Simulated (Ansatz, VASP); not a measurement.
## Mg: VASP beside Ansatz

Contents of INCAR:

```
SYSTEM = Mg
PREC     = Accurate       ! precision mode
ENCUT    = 520            ! plane-wave cutoff, eV
EDIFF    = 1E-8           ! SCF threshold, eV
ISMEAR   = -1             ! smearing method
SIGMA    = 0.05           ! smearing width, eV
LREAL    = .False.        ! projectors in reciprocal space
LASPH    = .True.         ! aspherical terms in the spheres
NELM     = 60             ! most SCF steps
ALGO     = Normal         ! electronic algorithm
ISIF     = 2              ! what is computed and relaxed
LWAVE    = .False.        ! write WAVECAR
LCHARG   = .False.        ! write CHGCAR
GGA      = PS             ! functional
LEFG     = .True.       
NBANDS   = 7              ! bands
```

File KPOINTS:

```
Automatic mesh
0
Gamma
  16 16 16
  0 0 0
```

The input POSCAR:

```
Mg
1.0
   -1.4466152907      1.4466152907      1.4466152907
    1.4466152907     -1.4466152907      1.4466152907
    1.4466152907      1.4466152907     -1.4466152907
Mg
1
Direct
    0.0000000000      0.0000000000      0.0000000000
```

Input for Ansatz:

```yaml
crystal:
  lattice:
    - [-1.4466152907, 1.4466152907, 1.4466152907]
    - [1.4466152907, -1.4466152907, 1.4466152907]
    - [1.4466152907, 1.4466152907, -1.4466152907]
  atoms:
    - { symbol: Mg, position: [0.0, 0.0, 0.0] }
kpoints:
  mp_grid: { grid: [16, 16, 16] }
scf:
  occupations: { method: fermi_dirac, width: 0.05 }
hamiltonian:
  xc: pbesol
  pseudopotentials: { kind: paw }
output:
  forces: true
  stress: true
  eigenvalues: true
  efg: { contact_densities: true }
```

Change from the starting cell: volume scaled by 0.9405, PAW files.

Alike in both runs: task electric field gradients; functional PBEsol; k mesh 16 × 16 × 16; occupations fermi-dirac, width 0.05 eV; no spin polarisation.

|  | VASP | Ansatz |
| --- | --- | --- |
| version | VASP 6.6.1 | Ansatz 0.2.0 |
| potentials or method | VASP PAW PBE potentials, release 64 (Mg) | PAW with Ansatz's default frozen-core files, scalar-relativistic |
| plane-wave cutoff (eV) | 520 | 420 |
| valence electrons in the cell | 2 | 10 |

VASP gave:

| Quantity | Value |
| --- | --- |
| pressure (GPa) | 76.8 |
| Vzz of the field gradient on the site that differs most (V/Å²) | 0.0 |

**Question.** Which values does Ansatz return?

**Answer.** Pressure (GPa): 75.0; Vzz of the field gradient on the site that differs most (V/Å²): 0.0.

The two sets of potentials don't hold the same shells in valence.

Caveats: the cell as given lies far from equilibrium; so large a pressure means that the cell lies far from this level's equilibrium, or that cutoff or potentials fall short (VASP); the potentials were made for another functional, which shifts forces and pressure (VASP).
